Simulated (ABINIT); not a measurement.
BeTe:

```xyz
2
Lattice="0.0000 2.7700 2.7700 2.7700 0.0000 2.7700 2.7700 2.7700 0.0000" Properties=species:S:1:pos:R:3 pbc="T T T"
Te    4.1550    4.1550    4.1550
Be    0.0000    0.0000    0.0000
```

Base run:

| Property | Result |
| --- | --- |
| Program | ABINIT 10.8.3 (patched build) |
| Functional | rPW86PBE |
| Potentials or basis | JTH PAW PBE v2.0 |
| Cutoff | 517 eV |
| k mesh | 8 × 8 × 8 |
| Occupations | fermi-dirac, width 0.05 eV |
| Spin | spin-orbit coupling, no magnetisation |

Its results: band gap on the k mesh 1.66 eV, indirect (least direct gap 3.30 eV); pressure 6.8 GPa.

The run is repeated on the same cell with these changes: functional from rPW86PBE to BP86. What comes out?

Band gap on the k mesh 1.63 eV, indirect (least direct gap 3.35 eV); pressure 5.2 GPa.

Caveats: the PAW data sets were made with another functional, which shifts forces and pressure a little.
